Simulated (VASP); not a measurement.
# K (Im-3m) in VASP: notebook

The runs below take K through phonons, elastic constants, with PBEsol, PBE.

Program: VASP 6.6.1. These are calculated values, not measurements. Logs are shortened: lines on timing, memory, paths and dates and some standing lists are left out, and cuts for length are marked.

### 1 The crystal as given

Symmetry: Im-3m, No. 229, cubic system. Conventional cell: a = 5.217 Å, b = 5.217 Å, c = 5.217 Å, α = 90.00°, β = 90.00°, γ = 90.00°.

### 2 Phonons, PBEsol

File POSCAR:

```
K
1.0
   -2.6086526022      2.6086526022      2.6086526022
    2.6086526022     -2.6086526022      2.6086526022
    2.6086526022      2.6086526022     -2.6086526022
  K
     1
Direct
     0.0000000000000000    0.0000000000000000    0.0000000000000000
```

File INCAR.step1:

```
PREC = Accurate ; ENCUT = 600
EDIFF = 1E-8 ; ISMEAR = 1
SIGMA = 0.2 ; LREAL = False
LASPH = True ; NELM = 80
ALGO = Normal ; ISIF = 3
LWAVE = False ; LCHARG = False
GGA = PS ; KPAR = 2
IBRION = 2 ; NSW = 40
EDIFFG = -0.002
```

File INCAR.step2:

```
PREC = Accurate ; ENCUT = 600
EDIFF = 1E-8 ; ISMEAR = 1
SIGMA = 0.2 ; LREAL = False
LASPH = True ; NELM = 80
ALGO = Normal ; ISIF = 2
LWAVE = False ; LCHARG = False
GGA = PS ; KPAR = 2
IBRION = 6 ; NFREE = 2
POTIM = 0.015 ; NSW = 1
```

File KPOINTS:

```
regular mesh
0
Gamma
  18 18 18
```

Potentials or basis: VASP PAW PBE potentials, release 64 (K_sv).

Launch:

```sh
> cat potpaw_PBE.64/K_sv/POTCAR > POTCAR
> cp INCAR.step1 INCAR
> mpirun -np 2 vasp_std > vasp.out
> cp CONTCAR POSCAR
> cp INCAR.step2 INCAR
> mpirun -np 2 vasp_std > vasp.out
```

OUTCAR:

```text
PREC = Accurate
   ENCUT = 600
   EDIFF = 1E-8
   ISMEAR = 1
   LREAL = False
   LASPH = True
   NELM = 80
   ISIF = 2
   GGA = PS
   IBRION = 6
   NFREE = 2
   POTIM = 0.015
   NSW = 1

 ion  position               nearest neighbor table
   1  0.000  0.000  0.000-

  LATTYP: Found a body centered cubic cell.
 ALAT       =     5.2152525577

  Lattice vectors:

 A1 = (  -2.6076262788,   2.6076262788,   2.6076262788)
 A2 = (   2.6076262788,  -2.6076262788,   2.6076262788)
 A3 = (   2.6076262788,   2.6076262788,  -2.6076262788)

Analysis of symmetry for initial positions (statically):
=====================================================================
 Subroutine PRICEL returns:
 Original cell was already a primitive cell.

 Routine SETGRP: Setting up the symmetry group for a
 body centered cubic supercell.

 Subroutine GETGRP returns: Found 48 space group operations
 (whereof 48 operations were pure point group operations)
 out of a pool of 48 trial point group operations.

The static configuration has the point symmetry O_h .

Analysis of symmetry for dynamics (positions and initial velocities):
=====================================================================
 Subroutine PRICEL returns:
 Original cell was already a primitive cell.

 Routine SETGRP: Setting up the symmetry group for a
 body centered cubic supercell.

 Subroutine GETGRP returns: Found 48 space group operations
 (whereof 48 operations were pure point group operations)
 out of a pool of 48 trial point group operations.

The dynamic configuration has the point symmetry O_h .

 Subroutine INISYM returns: Found 48 space group operations
 (whereof 48 operations are pure point group operations),
 and found     1 'primitive' translations

----------------------------------------------------------------------------------------

                                     Primitive cell

  volume of cell :      70.9245

  direct lattice vectors                    reciprocal lattice vectors
[... 136 lines left out ...]

------------------------ aborting loop because EDIFF is reached ----------------------------------------

  FORCE on cell =-STRESS in cart. coord.  units (eV):
  Direction    XX          YY          ZZ          XY          YZ          ZX
  --------------------------------------------------------------------------------------
  -------------------------------------------------------------------------------------
  Total       -0.0016376     -0.0016376     -0.0016376      0.0000000     -0.0000000      0.0000000
  in kB       -0.0369937     -0.0369937     -0.0369937      0.0000000     -0.0000000      0.0000000
  external PRESSURE =      -0.0369937 kB  Pullay stress =       0.0000000 kB
[... 57 lines left out ...]
--------------------------------------- Ionic step        3  -------------------------------------------

 number of electron       9.0000000 magnetization

 Free energy of the ion-electron system (eV)
  ---------------------------------------------------
  ext. energy  EPLUGINS =         0.00000000
  ---------------------------------------------------
  free energy    TOTEN  =        -1.13346975 eV

  energy without entropy =       -1.13374912  energy(sigma->0) =       -1.13356287

 E-fermi :  -0.0804     XC(G=0):  -5.7878

 val. band max:       -0.1158762372   @ k =   0.2778   0.2222   0.0000
 cond. band min:      -0.0611586380   @ k =  -0.3333   0.3889   0.2222
 fundamental gap:      0.0547175992
 Fermi energy:        -0.0804178426

 k-point     1 :       0.0000    0.0000    0.0000
  band No.  band energies     occupation
      1     -32.0589      2.00000
      2     -15.5663      2.00000
      3     -15.5663      2.00000
      4     -15.5663      2.00000
      5      -2.2991      2.00000
      6       4.2425      0.00000
      7       4.2425      0.00000
      8       4.2425      0.00000
[... 243 lines left out ...]
 k-point    24 :       0.3889    0.1111    0.0000
  band No.  band energies     occupation
      1     -32.0539      2.00000
      2     -15.6393      2.00000
      3     -15.5942      2.00000
      4     -15.5696      2.00000
      5       0.0587      0.08327
      6       1.0997     -0.00000
      7       2.8975     -0.00000
      8       4.6777      0.00000

 [... further k-points ...]
[... 5 lines left out ...]
  --------------------------------------------------------------------------------------
  -------------------------------------------------------------------------------------
  Total       -0.0017219     -0.0017219     -0.0017219     -0.0000000     -0.0000000      0.0000000
  in kB       -0.0388986     -0.0388986     -0.0388986     -0.0000000     -0.0000000      0.0000000
  external PRESSURE =      -0.0388986 kB  Pullay stress =       0.0000000 kB
[... 16 lines left out ...]
  FREE ENERGIE OF THE ION-ELECTRON SYSTEM (eV)
  ---------------------------------------------------
  free  energy   TOTEN  =        -1.1334697476 eV

  energy  without entropy=       -1.1337491242  energy(sigma->0) =       -1.13356287

 INTERNAL STRAIN TENSORS FROM DISPLACED ATOMS
 ============================================

 INTERNAL STRAIN TENSOR FOR ION    1 for displacements in x,y,z  (eV/Angst):
          X           Y           Z          XY          YZ          ZX
  --------------------------------------------------------------------------------
  x     0.00000     0.00000     0.00000     0.00000     0.00000     0.00000
  y     0.00000     0.00000     0.00000     0.00000     0.00000     0.00000
  z     0.00000     0.00000     0.00000     0.00000     0.00000     0.00000

 Eigenvectors and eigenvalues of the dynamical matrix
 ----------------------------------------------------

   1 f  =    0.000000 THz     0.000000 2PiTHz    0.000000 cm-1     0.000000 meV
             X         Y         Z           dx          dy          dz
      0.000000  0.000000  0.000000    -0.910680    0.413112    0.000000

   2 f  =    0.000000 THz     0.000000 2PiTHz    0.000000 cm-1     0.000000 meV
             X         Y         Z           dx          dy          dz
      0.000000  0.000000  0.000000     0.000000    0.000000    1.000000

   3 f  =    0.000000 THz     0.000000 2PiTHz    0.000000 cm-1     0.000000 meV
             X         Y         Z           dx          dy          dz
      0.000000  0.000000  0.000000     0.413112    0.910680    0.000000

 ELASTIC MODULI CONTR FROM IONIC RELAXATION (kBar)
 Direction    XX          YY          ZZ          XY          YZ          ZX
 --------------------------------------------------------------------------------
 XX           0.0000      0.0000      0.0000      0.0000      0.0000      0.0000
 YY           0.0000      0.0000      0.0000      0.0000      0.0000      0.0000
 ZZ           0.0000      0.0000      0.0000      0.0000      0.0000      0.0000
 XY           0.0000      0.0000      0.0000      0.0000      0.0000      0.0000
 YZ           0.0000      0.0000      0.0000      0.0000      0.0000      0.0000
 ZX           0.0000      0.0000      0.0000      0.0000      0.0000      0.0000
 --------------------------------------------------------------------------------
```

OUTCAR.step1:

```text
PREC = Accurate
   ENCUT = 600
   EDIFF = 1E-8
   ISMEAR = 1
   LREAL = False
   LASPH = True
   NELM = 80
[... 551 lines left out ...]
  -------------------------------------------------------------------------------------
  Total       -0.0015848     -0.0015848     -0.0015848     -0.0000000     -0.0000000      0.0000000
  in kB       -0.0358008     -0.0358008     -0.0358008     -0.0000000     -0.0000000      0.0000000
  external PRESSURE =      -0.0358008 kB  Pullay stress =       0.0000000 kB
[... 16 lines left out ...]
  FREE ENERGIE OF THE ION-ELECTRON SYSTEM (eV)
  ---------------------------------------------------
  free  energy   TOTEN  =        -1.1334716407 eV

  energy  without entropy=       -1.1337510173  energy(sigma->0) =       -1.13356477

 reached required accuracy - stopping structural energy minimisation
```

OSZICAR.step1:

```text
N       E                     dE             d eps       ncg     rms          rms(c)
DAV:   1     0.505717750175E+02    0.50572E+02   -0.39238E+03  3120   0.960E+02
DAV:   2     0.478357940245E+00   -0.50093E+02   -0.49779E+02  3136   0.223E+02
DAV:   3    -0.109448006361E+01   -0.15728E+01   -0.15688E+01  5008   0.371E+01
[... 26 lines left out ...]
DAV:   4    -0.113347090489E+01   -0.10581E-05   -0.19876E-06  5152   0.113E-02    0.380E-03
DAV:   5    -0.113347150231E+01   -0.59742E-06   -0.12253E-06  4832   0.751E-03    0.104E-03
DAV:   6    -0.113347160977E+01   -0.10746E-06   -0.27240E-08  4856   0.152E-03    0.309E-04
DAV:   7    -0.113347164008E+01   -0.30310E-07   -0.84085E-10  1984   0.302E-04    0.653E-05
DAV:   8    -0.113347164071E+01   -0.63244E-09   -0.27115E-10  1896   0.152E-04
   3 F= -.11334716E+01 E0= -.11335648E+01  d E =-.314920E-05
```

Run time: 2.5 min. Hardware: 2 MPI ranks of AMD EPYC 9R45 (Zen 5), shared host; peak memory 0.35 GiB.

What came out:

* Relaxed volume: 70.92 Å³/atom
* Relaxed cell: a = 4.517 Å, b = 4.517 Å, c = 4.517 Å, α = 109.47°, β = 109.47°, γ = 109.47°
* Space group after relaxing (to 0.05 Å): Im-3m (No. 229)

Final structure:
```xyz
1
Lattice="-2.6076 2.6076 2.6076 2.6076 -2.6076 2.6076 2.6076 2.6076 -2.6076" Properties=species:S:1:pos:R:3 pbc="T T T"
K     0.0000    0.0000    0.0000
```

Caveat: the PAW data sets were made with another functional, which shifts forces and pressure a little.

### 3 Phonons, PBE

This run uses another cell than the first one, of 73.78 Å³/atom, 1.039 times its volume.

File POSCAR:

```
K
1.0
   -2.6421274813      2.6421274813      2.6421274813
    2.6421274813     -2.6421274813      2.6421274813
    2.6421274813      2.6421274813     -2.6421274813
  K
     1
Direct
     0.0000000000000000    0.0000000000000000    0.0000000000000000
```

File INCAR.step1:

```
SYSTEM = K
PREC = Accurate
ENCUT = 600
EDIFF = 1E-8
ISMEAR = 1
SIGMA = 0.2
LREAL = .False.
LASPH = .True.
NELM = 80
ALGO = Normal
ISIF = 3
LWAVE = .False.
LCHARG = .False.
GGA = PE
KPAR = 2
IBRION = 2
NSW = 40
EDIFFG = -0.002
```

File INCAR.step2:

```
SYSTEM = K
PREC = Accurate
ENCUT = 600
EDIFF = 1E-8
ISMEAR = 1
SIGMA = 0.2
LREAL = .False.
LASPH = .True.
NELM = 80
ALGO = Normal
ISIF = 2
LWAVE = .False.
LCHARG = .False.
GGA = PE
KPAR = 2
IBRION = 6
NFREE = 2
POTIM = 0.015
NSW = 1
```

File KPOINTS:

```
Automatic mesh
0
Gamma
  18 18 18
  0 0 0
```

Potentials or basis: VASP PAW PBE potentials, release 64 (K_sv).

Launch:

```sh
> cat potpaw_PBE.64/K_sv/POTCAR > POTCAR
> cp INCAR.step1 INCAR
> mpirun -np 2 vasp_std > vasp.out
> cp CONTCAR POSCAR
> cp INCAR.step2 INCAR
> mpirun -np 2 vasp_std > vasp.out
```

OUTCAR:

```text
SYSTEM = K
   PREC = Accurate
   ENCUT = 600
   EDIFF = 1E-8
   ISMEAR = 1
   LREAL = .False.
   LASPH = .True.
   NELM = 80
   ISIF = 2
   GGA = PE
   IBRION = 6
   NFREE = 2
   POTIM = 0.015
   NSW = 1

 ion  position               nearest neighbor table
   1  0.000  0.000  0.000-

  LATTYP: Found a body centered cubic cell.
 ALAT       =     5.2836579590

[... 562 lines left out ...]
  free  energy   TOTEN  =        -1.0474455644 eV

  energy  without entropy=       -1.0477205357  energy(sigma->0) =       -1.04753722

 INTERNAL STRAIN TENSORS FROM DISPLACED ATOMS
 ============================================

 INTERNAL STRAIN TENSOR FOR ION    1 for displacements in x,y,z  (eV/Angst):
          X           Y           Z          XY          YZ          ZX
  --------------------------------------------------------------------------------
  x     0.00000     0.00000     0.00000     0.00000     0.00000     0.00000
  y     0.00000     0.00000     0.00000     0.00000     0.00000     0.00000
  z     0.00000     0.00000     0.00000     0.00000     0.00000     0.00000

 Eigenvectors and eigenvalues of the dynamical matrix
 ----------------------------------------------------

   1 f/i=    0.000000 THz     0.000000 2PiTHz    0.000000 cm-1     0.000000 meV
             X         Y         Z           dx          dy          dz
      0.000000  0.000000  0.000000     0.864051   -0.503404    0.000000

   2 f/i=    0.000000 THz     0.000000 2PiTHz    0.000000 cm-1     0.000000 meV
             X         Y         Z           dx          dy          dz
      0.000000  0.000000  0.000000    -0.503404   -0.864051    0.000000

   3 f/i=    0.000000 THz     0.000000 2PiTHz    0.000000 cm-1     0.000000 meV
             X         Y         Z           dx          dy          dz
      0.000000  0.000000  0.000000     0.000000    0.000000    1.000000

 ELASTIC MODULI CONTR FROM IONIC RELAXATION (kBar)
 Direction    XX          YY          ZZ          XY          YZ          ZX
 --------------------------------------------------------------------------------
 XX           0.0000      0.0000      0.0000      0.0000      0.0000      0.0000
 YY           0.0000      0.0000      0.0000      0.0000      0.0000      0.0000
 ZZ           0.0000      0.0000      0.0000      0.0000      0.0000      0.0000
 XY           0.0000      0.0000      0.0000      0.0000      0.0000      0.0000
 YZ           0.0000      0.0000      0.0000      0.0000      0.0000      0.0000
 ZX           0.0000      0.0000      0.0000      0.0000      0.0000      0.0000
 --------------------------------------------------------------------------------
```

It took 3.5 min on 2 MPI ranks of AMD EPYC 9R45 (Zen 5), shared host; peak memory 0.36 GiB.

### 4 Elastic constants, PBE

This run uses another cell than the first one, of 73.78 Å³/atom, 1.039 times its volume.

File POSCAR:

```
K
1.0
   -2.6421274848      2.6421274848      2.6421274848
    2.6421274848     -2.6421274848      2.6421274848
    2.6421274848      2.6421274848     -2.6421274848
  K
     1
Direct
     0.0000000000000000    0.0000000000000000    0.0000000000000000
```

File INCAR.step1:

```
SYSTEM = K
  ALGO = Normal
  EDIFF = 1E-8
  EDIFFG = -0.002
  ENCUT = 600
  GGA = PE
  IBRION = 2
  ISIF = 3
  ISMEAR = 1
  KPAR = 2
  LASPH = .TRUE.
  LCHARG = .FALSE.
  LREAL = .FALSE.
  LWAVE = .FALSE.
  NELM = 80
  NSW = 40
  PREC = Accurate
  SIGMA = 0.2
```

File INCAR.step2:

```
SYSTEM = K
  ALGO = Normal
  EDIFF = 1E-8
  ENCUT = 600
  GGA = PE
  IBRION = 6
  ISIF = 3
  ISMEAR = 1
  KPAR = 2
  LASPH = .TRUE.
  LCHARG = .FALSE.
  LREAL = .FALSE.
  LWAVE = .FALSE.
  NELM = 80
  NFREE = 2
  NSW = 1
  POTIM = 0.015
  PREC = Accurate
  SIGMA = 0.2
```

File KPOINTS:

```
k-points
0
G
  18 18 18
  0 0 0
```

Launch:

```sh
> cat potpaw_PBE.64/K_sv/POTCAR > POTCAR
> cp INCAR.step1 INCAR
> mpirun -np 2 vasp_std > vasp.out
> cp CONTCAR POSCAR
> cp INCAR.step2 INCAR
> mpirun -np 2 vasp_std > vasp.out
```

Run time: 26 min. Hardware: 2 MPI ranks of Intel Xeon 6975P-C (Granite Rapids), shared host; peak memory 1.8 GiB.

The run converged. Its results:

```
Elastic constants C11, C12, C44 : 4, 3, 3 GPa
Voigt bulk modulus              : 4 GPa
```

Elastic tensor in Voigt notation (GPa, in the Cartesian axes of the cell as first typed):
```
4 3 3 0 0 0
3 4 3 0 0 0
3 3 4 0 0 0
0 0 0 3 0 0
0 0 0 0 3 0
0 0 0 0 0 3
```

Clamped-ion elastic tensor (GPa):
```
4 3 3 0 0 0
3 4 3 0 0 0
3 3 4 0 0 0
0 0 0 3 0 0
0 0 0 0 3 0
0 0 0 0 0 3
```
